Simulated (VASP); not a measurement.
Set up this calculation in VASP 6.6.1, as the native input.

- Task: relaxation of cell and atoms
- Functional: PBEsol
- Dispersion: D3(BJ)
- Potentials or basis: VASP PAW PBE potentials, release 64 (B, As)
- Cutoff: 600 eV
- k mesh: 12 × 12 × 1
- Occupations: gaussian, width 0.03 eV
- Spin: no spin polarisation
- Dipole correction: no
- Further INCAR settings: ALGO = Fast; EDIFF = 1e-06; IBRION = 2; EDIFFG = -0.005; NSW = 60; ISIF = 3

The structure of BAs lies in POSCAR:

```
BAs
1.0
    3.3800000000      0.0000000000      0.0000000000
   -1.6900000000      2.9271658600      0.0000000000
    0.0000000000      0.0000000000     16.0000000000
B As
1 1
Direct
    0.3333330000      0.6666670000      0.5000000000
    0.6666670000      0.3333330000      0.5000000000
```

The cell was built by a generator and needn't be a form met in nature.

These files were run (other wordings do the same):

INCAR

```
PREC = Accurate
ENCUT = 600
EDIFF = 1E-6
ISMEAR = 0
SIGMA = 0.03
LREAL = F
LASPH = T
NELM = 120
ALGO = Fast
ISIF = 3
LWAVE = F
LCHARG = F
GGA = PS
IVDW = 12
IBRION = 2
NSW = 60
EDIFFG = -0.005
LATTICE_CONSTRAINTS = .TRUE. .TRUE. .FALSE.
KPAR = 4
```

KPOINTS

```
Automatic mesh
0
Gamma
  12 12 1
```

Potentials or basis: VASP PAW PBE potentials, release 64 (B, As).

Launch:

```sh
$ cat potpaw_PBE.64/B/POTCAR potpaw_PBE.64/As/POTCAR > POTCAR
$ mpirun -np 4 vasp_std > vasp.out
```

Results of the run:

```yaml
Relaxed_volume: 78.41 Å³/atom
Relaxed_cell: a = 3.364 Å, b = 3.364 Å, c = 16.000 Å, α = 90.00°, β = 90.00°, γ = 120.00°
Space_group_after_relaxing_to_0.05_Å: P-6m2 (No. 187)
Energy_gained_by_relaxing: 1.1 meV/atom
Ionic_steps: 3
Band_gap_on_the_k_mesh: 0.74 eV, direct
Dispersion_energy_per_atom: -0.092 eV
```

Caveat: the PAW data sets were made with another functional, which shifts forces and pressure a little.

Run time: 20 s on 4 MPI ranks on Intel(R) Xeon(R) 6975P-C (Granite Rapids), on a shared host, peak memory 0.34 GiB a rank.
